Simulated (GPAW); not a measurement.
Crystal: ZrC.

```
CELL_PARAMETERS angstrom
0.00000 2.36500 2.36500
2.36500 0.00000 2.36500
2.36500 2.36500 0.00000
ATOMIC_POSITIONS crystal
Zr 0.50000 0.50000 0.50000
C 0.00000 0.00000 0.00000
```

Base run:

| Quantity | Value |
| --- | --- |
| Program | GPAW 26.7.0 |
| Functional | PBEsol |
| Potentials or basis | PAW data sets generated in the run's folder for this functional |
| Cutoff | 800 eV |
| Basis | pw |
| k mesh | 10 × 10 × 10 |
| Occupations | fermi-dirac, width 0.05 eV |
| Spin | no spin polarisation |

Its results: pressure -9.3 GPa.

Task: The run is repeated on the same cell with these changes: functional from PBEsol to RPBE; potentials or basis from PAW data sets generated in the run's folder for this functional to the program's PAW data sets (release 1.2.1) made for this functional. What comes out?

Result: Pressure -0.3 GPa.
